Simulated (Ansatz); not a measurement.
## NiGe: surface energy from slabs of several thicknesses

NiGe, Pnma, a = 5.311 Å, b = 3.440 Å, c = 5.739 Å. Ansatz: PBEsol, PAW, 420 eV, Γ-centred 10×7×1 mesh on 16 atoms, Gaussian smearing 0.10 eV; no spin polarisation. Slabs of the (001) face as cut, not relaxed, Ge on top and Ni below, area A = 18.269 Å², with a dipole correction (the mesh named is the slab's). y is the slab's energy less N times the energy per atom of a separate bulk run.

```
atoms N  thickness (Å) y (eV)
     16           10.9   5.294
     24           16.6   5.291
     32           22.4       ?
```

Task: Fit y = y0 + sN to the other rows, say what y0 and s mean, give the surface energy, and predict the missing y.

Result: Two rows fix the line. y = 5.300 − 0.0003750 N eV. The slope s = -0.4 meV per atom is what an added atom costs in the slab over the separate bulk run; it vanishes where both describe the same bulk and the faces no longer feel each other. The intercept gives γ = y0/(2A) = 5.300 × 16.02/(2 × 18.269) = 2.32 J/m², the mean of both faces, while y/(2A) row by row runs from 2.320 to 2.321 J/m². At N = 32 the line gives 5.288 eV. The run gave 5.298 eV, so the fit is 0.010 eV too low, small in itself but 143 % of the span of the series.